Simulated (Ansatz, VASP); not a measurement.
# One calculation of GaN, two programs

```xyz
2
Lattice="0.0000 2.2535 2.2535 2.2535 0.0000 2.2535 2.2535 2.2535 0.0000" Properties=species:S:1:pos:R:3 pbc="T T T"
Ga    0.0000    0.0000    0.0000
N     1.1268    1.1268    1.1268
```

The cell is a database's computed one.

Alike in both runs: task relaxation of cell and atoms; functional RPBE; dispersion D4; k mesh 10 × 10 × 10; occupations fermi-dirac, width 0.05 eV; no spin polarisation.

|  | VASP | Ansatz |
| --- | --- | --- |
| version | VASP 6.6.1 | Ansatz 0.2.0 |
| potentials or method | VASP PAW PBE potentials, release 64 (Ga_d, N) | Ansatz PAW |
| plane-wave cutoff (eV) | 600 | 420 |
| valence electrons in the cell | 18 | 18 |

|  | VASP | Ansatz | Ansatz less VASP |
| --- | --- | --- | --- |
| relaxed volume (Å³/atom) | 11.21 | 11.24 | +0.032 |
| relaxed cell length with the largest relative difference (Å) | 3.165 | 3.168 | +0.0030 |
| energy change over the relaxation (meV/atom) | -3 | -2 | +0.5 |

Caveats: the PAW data sets were made with another functional, which shifts forces and pressure a little (VASP); the plane-wave basis is chosen anew once the cell has moved, so the energies of steps on either side of that aren't comparable (Ansatz); the pressure holds a Pulay correction of +0.5 GPa for the finite cutoff (Ansatz); the PAW data sets come from PBE, with cores solved anew for the run's functional, which leaves a small shift of forces and pressure (Ansatz).
